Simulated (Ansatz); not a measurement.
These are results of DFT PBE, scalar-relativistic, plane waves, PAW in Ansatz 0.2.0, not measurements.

Settings: cutoff 420 eV, Γ-centred mesh 15×15×10 on the computed 3-atom cell, Gaussian smearing of 0.10 eV; no spin polarisation.

```
Hf B
1.0
     3.14000    0.00000    0.00000
    -1.57000    2.71932    0.00000
     0.00000    0.00000    3.48000
Hf B
1 2
Direct
  0.00000 0.00000 0.00000
  0.33333 0.66667 0.50000
  0.66667 0.33333 0.60776
```

Q: Is this geometry at equilibrium? Which atom feels the largest force?

A: It isn't. Atom 3 (B) feels (0.00, 0.00, -3.71) eV/Å, 3.710 eV/Å in size.

Q: Give all forces and the stress.

A:
```json
{"atom": "Hf1", "Fx": "0.000", "Fy": "0.000", "Fz": "2.897"}
{"atom": "B2", "Fx": "0.000", "Fy": "0.000", "Fz": "0.813"}
{"atom": "B3", "Fx": "0.000", "Fy": "0.000", "Fz": "-3.710"}
```
Stress (GPa, compression positive):
```
10.88  0.00  0.00
 0.00 10.88  0.00
 0.00  0.00  7.69
```

Spin–orbit coupling is left out, which can shift energies with elements as heavy as these.